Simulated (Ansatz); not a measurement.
Crystal: Hf.

```
Hf
1.0
     0.00000    2.22000    2.22000
     2.22000    0.00000    2.22000
     2.22000    2.22000    0.00000
Hf
1
Direct
  0.00000 0.00000 0.00000
```

This isn't the form of Hf at room conditions, which is hcp.

Base run:

| Quantity | Value |
| --- | --- |
| Program | Ansatz 0.2.0 |
| Functional | revPBE |
| Potentials or basis | Ansatz PAW |
| Cutoff | 420 eV (not typed: the program's choice for these potentials) |
| k mesh | 10 × 10 × 10 |
| Occupations | fermi-dirac, width 0.05 eV |
| Spin | no spin polarisation |

Its results: band gap on the k mesh none (metal or under the smearing width); pressure 5.2 GPa.

Question: The run is repeated on the same cell with these changes: functional from revPBE to PBEsol. What comes out?

Answer: Band gap on the k mesh none (metal or under the smearing width); pressure -1.7 GPa.

PBEsol binds more tightly than revPBE, so the same cell stands under less pressure.

Caveats: spin-orbit coupling is left out, which moves the levels of the heavy elements; the PAW data sets come from PBE, with cores solved anew for the run's functional, which leaves a small shift of forces and pressure.
